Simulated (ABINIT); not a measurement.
**BAs (F-43m): bands and cutoff in G0W0 with ABINIT**

Wanted: a converged G0W0 gap of BAs (F-43m), or an estimate of the limit.

Main program and level: ABINIT 10.8.3; PBE and many-body steps on it, plane waves.

### Step 1. The structure

Symmetry: F-43m, No. 216, cubic system. Conventional cell: a = 4.777 Å, b = 4.777 Å, c = 4.777 Å, α = 90.00°, β = 90.00°, γ = 90.00°. Nearest to B lie 4 As at 2.07 Å. As has 4 B at 2.07 Å nearest. Farther neighbours are not listed.

The cell and positions come from the Crystallography Open Database and are kept as given unless a step says otherwise.

### Step 2. Empty states on the mesh, 6×6×6 mesh, 516 bands

This step: ABINIT 10.8.3; DFT, PBE, plane waves, norm-conserving pseudopotentials.

The sums over transitions need many empty states on a uniform mesh; this step solves for them.

run.abi reads:

```
acell 3*1.0 Angstrom
rprim 
  -0.000000000000 2.388500000000 2.388500000000
  2.388500000000 -0.000000000000 2.388500000000
  2.388500000000 2.388500000000 -0.000000000000
ntypat 2
znucl 5 33
natom 2
typat 1 2
xred 
  0.000000000000 0.000000000000 0.000000000000
  0.250000000000 0.250000000000 0.250000000000
pp_dirpath "pseudos"
pseudos "B.upf, As.upf"
ecut 44
ngkpt 6 6 6
nshiftk 1
shiftk 0 0 0
kptopt 1
chksymbreak 0
irdden 1
istwfk *1
nband 516
prtvol 0
optdriver 6
gwr_task "HDIAGO"
paral_kgb 0
occopt 1
indata_prefix "in"
outdata_prefix "out"
tmpdata_prefix "tmp"
```

Launch:

```console
> OMP_NUM_THREADS=1 mpirun -n 4 abinit run.abi > log
```

The program printed:

```text
.Version 10.8.3 of ABINIT. v10.8.2 released Aug 2026.

 Symmetries : space group F-4 3 m (#216); Bravais cF (face-center cubic)
[... echo of the input left out ...]
== DATASET  1 ==================================================================
-   mpi_nproc: 4, omp_nthreads: 1 (-1 if OMP is not activated)

--- !DatasetInfo
iteration_state: {dtset: 1, }
dimensions: {natom: 2, nkpt: 16, mband: 516, nsppol: 1, nspinor: 1, nspden: 1, mpw: 2637, }
cutoff_energies: {ecut:  44.0, pawecutdg:  -1.0, }
[...]
Indirect band gap semiconductor
 Fundamental gap:     1.293 (eV)
   VBM:     7.999 (eV) at k: [ 0.0000E+00,  0.0000E+00,  0.0000E+00]
   CBM:     9.292 (eV) at k: [ 3.3333E-01,  3.3333E-01,  0.0000E+00]
 Direct gap:         3.289 (eV) at k: [ 0.0000E+00,  0.0000E+00,  0.0000E+00]

== END DATASET(S) ==============================================================
================================================================================

 -outvars: echo values of variables after computation  --------
           etotal      0.0000000000E+00
            nband         516
             nkpt          16
          spgroup         216
 [... the other variables as echoed above ...]

 Calculation completed.
```

Run time: 62 s. Hardware: 4 MPI ranks of Arm Neoverse V1, shared host; peak memory 1.7 GiB.

This step gave:

| Item | Value |
| --- | --- |
| gap | 1.293 eV |
| k of the valence top | 0, 0, 0 |
| k of the conduction bottom | 0.3333, 0.3333, 0 |
| least direct gap | 3.289 eV |
| k points computed | 16 |
| lowest point of the top converged band, above the valence top | 374.9317 eV |

On this mesh the gap is 1.293 eV.

The density comes from a self-consistent run that is not shown.

### Step 3. Screening, 6×6×6 mesh, 74 bands, screening to 125.2 eV

The RPA dielectric matrix is built and inverted for each q.

This step: RPA screening on PBE, plane waves, norm-conserving pseudopotentials.

Edit run.abi of step 2 so:

```diff
@@ -20,10 +20,11 @@
 chksymbreak 0
-irdden 1
 istwfk *1
-nband 516
-prtvol 0
-optdriver 6
-gwr_task "HDIAGO"
-paral_kgb 0
 occopt 1
+irdwfk 1
+optdriver 3
+nband 74
+ecuteps 4.6
+inclvkb 2
+awtr 1
+symchi 1
 indata_prefix "in"
```

The program printed:

```text
.Version 10.8.3 of ABINIT. v10.8.2 released Aug 2026.

 Symmetries : space group F-4 3 m (#216); Bravais cF (face-center cubic)
[... echo of the input left out ...]
== DATASET  1 ==================================================================
-   mpi_nproc: 4, omp_nthreads: 1 (-1 if OMP is not activated)

--- !DatasetInfo
iteration_state: {dtset: 1, }
dimensions: {natom: 2, nkpt: 16, mband: 74, nsppol: 1, nspinor: 1, nspden: 1, mpw: 2637, }
cutoff_energies: {ecut:  44.0, pawecutdg:  -1.0, }
electrons: {nelect:   2.60000000E+01, charge:   0.00000000E+00, occopt:   1.00000000E+00, tsmear:   1.00000000E-02, }

 SCREENING: Calculation of the susceptibility and dielectric matrices

 Based on a program developped by R.W. Godby, V. Olevano, G. Onida, and L. Reining.
 Incorporated in ABINIT by V. Olevano, G.-M. Rignanese, and M. Torrent.
.Using double precision arithmetic ; gwpc =  8

[... cell and pseudopotentials left out ...]
--------------------------------------------------------------------------------

 ==== K-mesh for the wavefunctions ====
 Number of points in the irreducible wedge :    16
[... list of points left out ...]
 Together with 24 symmetry operations and time-reversal symmetry
 yields   216 points in the full Brillouin Zone.

 ==== Q-mesh for the screening function ====
 Number of points in the irreducible wedge :    16
[... list of points left out ...]
 Together with 24 symmetry operations and time-reversal symmetry
 yields   216 points in the full Brillouin Zone.

 setmesh: FFT mesh size selected  =    25x   25x   25
          total number of points  =        15625

 vcoul_init : cutoff-mode = AUXILIARY_FUNCTION
 q-points for optical limit:   1
     1)      0.000010    0.000020    0.000030

- screening: taking advantage of time-reversal symmetry
- Maximum band index for partially occupied states nbvw = 13
- Remaining bands to be divided among processors   nbcw = 61
- Number of bands treated by each node ~15

 Number of electrons calculated from density =   26.0000; Expected =   26.0000
 average of density, n =  0.141374
 r_s =    1.1908
 omega_plasma =   36.2695 [eV]

 calculating chi0 at frequencies [eV] :
  1    0.000000E+00    0.000000E+00
  2    0.000000E+00    3.626946E+01

--------------------------------------------------------------------------------
  q-point number  1        q = ( 0.000000, 0.000000, 0.000000) [r.l.u.]
--------------------------------------------------------------------------------
[... chi0 elements left out ...]
 For q-point:  0.000010 0.000020 0.000030
  dielectric constant =  10.5265
  dielectric constant without local fields =  11.5018

  Average fulfillment of the sum rule on Im[epsilon] for q-point    1 :     40.88  [%]
[... wings left out ...]
  q-point number  2        q = ( 0.166667, 0.000000, 0.000000) [r.l.u.]
--------------------------------------------------------------------------------
[... chi0 elements left out ...]
  Average fulfillment of the sum rule on Im[epsilon] for q-point    2 :     49.06  [%]

 [... 14 further q-points ...]
```

It took 54 s on 4 MPI ranks; peak memory 0.85 GiB; 3.6 min of CPU time.

This step gave:

* ε∞ with local fields, on this mesh, along the program's q direction: 10.53
* the same without local fields: 11.50
* plasma frequency: 36.27 eV
* plane waves in the screening matrix: 65

Local fields lower ε∞ by 8 %.

### Step 4. 74 bands, 125.2 eV

The self-energy is evaluated for the states that the input lists, and the levels follow from it, in one-shot runs by the linearised quasiparticle equation.

This step: G0W0 on PBE, plane waves, norm-conserving pseudopotentials.

Edit run.abi of step 3 so:

```diff
@@ -23,8 +23,21 @@
 irdwfk 1
-optdriver 3
+optdriver 4
 nband 74
+gwcalctyp 0
+ecutsigx 44
+symsigma 1
+nkptgw 4
+kptgw 
+  0.0000000000 0.0000000000 0.0000000000
+  0.3333333333 0.3333333333 0.0000000000
+  0.5000000000 0.0000000000 0.0000000000
+  0.5000000000 0.5000000000 0.0000000000
+bdgw 
+  11 16
+  12 15
+  12 16
+  12 15
 ecuteps 4.6
-inclvkb 2
-awtr 1
-symchi 1
+irdscr 1
+ppmodel 1
 indata_prefix "in"
```

The program printed:

```text
.Version 10.8.3 of ABINIT. v10.8.2 released Aug 2026.

 Symmetries : space group F-4 3 m (#216); Bravais cF (face-center cubic)
[... echo of the input left out ...]
== DATASET  1 ==================================================================
-   mpi_nproc: 4, omp_nthreads: 1 (-1 if OMP is not activated)

--- !DatasetInfo
iteration_state: {dtset: 1, }
dimensions: {natom: 2, nkpt: 16, mband: 74, nsppol: 1, nspinor: 1, nspden: 1, mpw: 2637, }
cutoff_energies: {ecut:  44.0, pawecutdg:  -1.0, }
electrons: {nelect:   2.60000000E+01, charge:   0.00000000E+00, occopt:   1.00000000E+00, tsmear:   1.00000000E-02, }

 SIGMA: Calculation of the GW corrections

 Based on a program developped by R.W. Godby, V. Olevano, G. Onida, and L. Reining.
 Incorporated in ABINIT by V. Olevano, G.-M. Rignanese, and M. Torrent.
.Using double precision arithmetic ; gwpc =  8

[... cell and pseudopotentials left out ...]
--------------------------------------------------------------------------------

 ==== K-mesh for the wavefunctions ====
 Number of points in the irreducible wedge :    16
[... list of points left out ...]
 Together with 24 symmetry operations and time-reversal symmetry
 yields   216 points in the full Brillouin Zone.

 ==== Q-mesh for screening function ====
 Number of points in the irreducible wedge :    16
[... list of points left out ...]
 Together with 24 symmetry operations and time-reversal symmetry
 yields   216 points in the full Brillouin Zone.

 vcoul_init : cutoff-mode = AUXILIARY_FUNCTION
 q-points for optical limit:   1
     1)      0.000010    0.000020    0.000030
 setmesh: FFT mesh size selected  =    40x   40x   40
          total number of points  =        64000

 Number of electrons calculated from density =   26.0000; Expected =   26.0000
 average of density, n =  0.141374
 r_s =    1.1908
 omega_plasma =   36.2695 [eV]

 === KS Band Gaps ===
  >>>> For spin  1
   Minimum direct gap =   3.2894 [eV], located at k-point      :   0.0000  0.0000  0.0000
   Fundamental gap    =   1.2928 [eV], Top of valence bands at :   0.0000  0.0000  0.0000
                                       Bottom of conduction at :   0.3333  0.3333  0.0000
 SIGMA fundamental parameters:
 PLASMON POLE MODEL  1
 number of plane-waves for SigmaX                 2637
 number of plane-waves for SigmaC and W             65
 number of plane-waves for wavefunctions          2637
 number of bands                                    74
 number of independent spin polarizations            1
 number of spinorial components                      1
 number of k-points in IBZ                          16
 number of q-points in IBZ                          16
 number of symmetry operations                      24
 number of k-points in BZ                          216
 number of q-points in BZ                          216
 number of frequencies for dSigma/dE                 9
 frequency step for dSigma/dE [eV]                0.25
 number of omega for Sigma on real axis              0
 max omega for Sigma on real axis  [eV]           0.00
 zcut for avoiding poles [eV]                     0.10

 EPSILON^-1 parameters (SCR file):
 dimension of the eps^-1 matrix on file             65
 dimension of the eps^-1 matrix used                65
 number of plane-waves for wavefunctions          2637
 number of bands                                    74
 number of q-points in IBZ                          16
 number of frequencies                               2
 number of real frequencies                          1
 number of imag frequencies                          1

 matrix elements of self-energy operator (all in [eV])

 Perturbative Calculation

--- !SelfEnergy_ee
iteration_state: {dtset: 1, }
kpoint     : [   0.000,    0.000,    0.000, ]
spin       : 1
KS_gap     :    3.289
QP_gap     :    4.076
Delta_QP_KS:    0.786
data: !SigmaeeData |
     Band     E0 <VxcDFT>   SigX SigC(E0)      Z dSigC/dE  Sig(E)    E-E0       E
       11   7.999 -14.188 -15.543   0.924   0.808  -0.237 -14.536  -0.348   7.651
       12   7.999 -14.188 -15.543   0.924   0.808  -0.237 -14.536  -0.348   7.651
       13   7.999 -14.188 -15.543   0.924   0.808  -0.237 -14.536  -0.348   7.651
       14  11.288 -13.053  -8.369  -4.143   0.810  -0.234 -12.614   0.438  11.726
       15  11.288 -13.053  -8.369  -4.143   0.810  -0.234 -12.614   0.438  11.726
       16  11.288 -13.053  -8.369  -4.143   0.810  -0.234 -12.614   0.438  11.726

--- !SelfEnergy_ee
iteration_state: {dtset: 1, }
kpoint     : [   0.333,    0.333,    0.000, ]
spin       : 1
KS_gap     :    4.744
QP_gap     :    5.508
Delta_QP_KS:    0.763
data: !SigmaeeData |
     Band     E0 <VxcDFT>   SigX SigC(E0)      Z dSigC/dE  Sig(E)    E-E0       E
[...]
--- !SelfEnergy_ee
iteration_state: {dtset: 1, }
kpoint     : [   0.500,    0.000,    0.000, ]
spin       : 1
KS_gap     :    4.519
QP_gap     :    5.299
Delta_QP_KS:    0.780
data: !SigmaeeData |
     Band     E0 <VxcDFT>   SigX SigC(E0)      Z dSigC/dE  Sig(E)    E-E0       E
[...]
--- !SelfEnergy_ee
iteration_state: {dtset: 1, }
kpoint     : [   0.500,    0.500,    0.000, ]
spin       : 1
KS_gap     :    5.527
QP_gap     :    6.258
Delta_QP_KS:    0.732
data: !SigmaeeData |
     Band     E0 <VxcDFT>   SigX SigC(E0)      Z dSigC/dE  Sig(E)    E-E0       E
[...]
13   3.925 -13.085 -16.210   2.322   0.795  -0.258 -13.723  -0.639   3.286
       14   9.452 -11.169  -7.018  -4.038   0.817  -0.224 -11.076   0.093   9.545
       15   9.457 -11.373  -7.114  -4.070   0.820  -0.219 -11.218   0.155   9.612

== END DATASET(S) ==============================================================
================================================================================

 -outvars: echo values of variables after computation  --------
           etotal      0.0000000000E+00
            nband          74
             nkpt          16
          spgroup         216
 [... the other variables as echoed above ...]

 Calculation completed.
```

The job ended after 8.4 s (4 MPI ranks; peak memory 0.83 GiB; 33 s of CPU time).

Numbers from this step:

| Item | Value |
| --- | --- |
| G0W0 gap on the mesh | 1.802 eV |
| starting gap on the mesh | 1.293 eV |
| k of the valence top | 0, 0, 0 |
| k of the conduction bottom | 0.3333, 0.3333, 0 |
| Z at the valence top | 0.808 |
| Z at the conduction bottom | 0.817 |
| least direct G0W0 gap on the computed points | 4.075 eV |

The gap on the mesh goes from 1.29 eV to 1.80 eV, a correction of +0.51 eV.

### Step 5. Screening, 6×6×6 mesh, 111 bands, screening to 170.3 eV

This step: RPA screening on PBE, plane waves, norm-conserving pseudopotentials.

Edit run.abi of step 4 so:

```diff
@@ -23,21 +23,8 @@
 irdwfk 1
-optdriver 4
-nband 74
-gwcalctyp 0
-ecutsigx 44
-symsigma 1
-nkptgw 4
-kptgw 
-  0.0000000000 0.0000000000 0.0000000000
-  0.3333333333 0.3333333333 0.0000000000
-  0.5000000000 0.0000000000 0.0000000000
-  0.5000000000 0.5000000000 0.0000000000
-bdgw 
-  11 16
-  12 15
-  12 16
-  12 15
-ecuteps 4.6
-irdscr 1
-ppmodel 1
+optdriver 3
+nband 111
+ecuteps 6.26
+inclvkb 2
+awtr 1
+symchi 1
 indata_prefix "in"
```

The program printed:

```text
.Version 10.8.3 of ABINIT. v10.8.2 released Aug 2026.

 Symmetries : space group F-4 3 m (#216); Bravais cF (face-center cubic)
[... echo of the input left out ...]
== DATASET  1 ==================================================================
-   mpi_nproc: 4, omp_nthreads: 1 (-1 if OMP is not activated)

--- !DatasetInfo
iteration_state: {dtset: 1, }
dimensions: {natom: 2, nkpt: 16, mband: 111, nsppol: 1, nspinor: 1, nspden: 1, mpw: 2637, }
cutoff_energies: {ecut:  44.0, pawecutdg:  -1.0, }
electrons: {nelect:   2.60000000E+01, charge:   0.00000000E+00, occopt:   1.00000000E+00, tsmear:   1.00000000E-02, }

 SCREENING: Calculation of the susceptibility and dielectric matrices

 Based on a program developped by R.W. Godby, V. Olevano, G. Onida, and L. Reining.
 Incorporated in ABINIT by V. Olevano, G.-M. Rignanese, and M. Torrent.
.Using double precision arithmetic ; gwpc =  8

[... cell and pseudopotentials left out ...]
--------------------------------------------------------------------------------

 ==== K-mesh for the wavefunctions ====
 Number of points in the irreducible wedge :    16
[... list of points left out ...]
 Together with 24 symmetry operations and time-reversal symmetry
 yields   216 points in the full Brillouin Zone.

 ==== Q-mesh for the screening function ====
 Number of points in the irreducible wedge :    16
[... list of points left out ...]
 Together with 24 symmetry operations and time-reversal symmetry
 yields   216 points in the full Brillouin Zone.

 setmesh: FFT mesh size selected  =    25x   25x   25
          total number of points  =        15625

 vcoul_init : cutoff-mode = AUXILIARY_FUNCTION
 q-points for optical limit:   1
     1)      0.000010    0.000020    0.000030

- screening: taking advantage of time-reversal symmetry
- Maximum band index for partially occupied states nbvw = 13
- Remaining bands to be divided among processors   nbcw = 98
- Number of bands treated by each node ~24

 Number of electrons calculated from density =   26.0000; Expected =   26.0000
 average of density, n =  0.141374
 r_s =    1.1908
 omega_plasma =   36.2695 [eV]

 calculating chi0 at frequencies [eV] :
  1    0.000000E+00    0.000000E+00
  2    0.000000E+00    3.626946E+01

--------------------------------------------------------------------------------
  q-point number  1        q = ( 0.000000, 0.000000, 0.000000) [r.l.u.]
--------------------------------------------------------------------------------
[... chi0 elements left out ...]
 For q-point:  0.000010 0.000020 0.000030
  dielectric constant =  10.5104
  dielectric constant without local fields =  11.5091

  Average fulfillment of the sum rule on Im[epsilon] for q-point    1 :     50.59  [%]
[... wings left out ...]
  q-point number  2        q = ( 0.166667, 0.000000, 0.000000) [r.l.u.]
--------------------------------------------------------------------------------
[... chi0 elements left out ...]
  Average fulfillment of the sum rule on Im[epsilon] for q-point    2 :     59.79  [%]

 [... 14 further q-points ...]
```

Run time: 1.7 min. Hardware: 4 MPI ranks; peak memory 1 GiB.

This step gave:

* ε∞ with local fields, on this mesh, along the program's q direction: 10.51
* the same without local fields: 11.51
* plasma frequency: 36.27 eV
* plane waves in the screening matrix: 137

(Continued in part 2 of 2.)

[Paths, hosts, dates, memory and timing lines, banners, echoed tables and standing remarks are left out of the program output.]

[Logs are printed without paths, hosts, clocks, repeated set-up lines and the standing remarks that a program may print on its own settings, such as how far it seeks lower states.]

[Runs of the session that timed out or met a known fault of the program may be left out.]

[Hosts, paths, dates, database ids (printed as entryN), source tags and the programs' standing remarks are cut or masked in the printed files.]

[G0W0 gaps are taken among the corrected bands and points alone; a level outside them can change the order at an edge.]

[Where Ansatz stands beside ABINIT at settings called matched, ABINIT's density can come from a denser mesh and the files from another edition; pairs whose starting gaps differed by over 0.03 eV were left out, so agreement reads better than it is.]
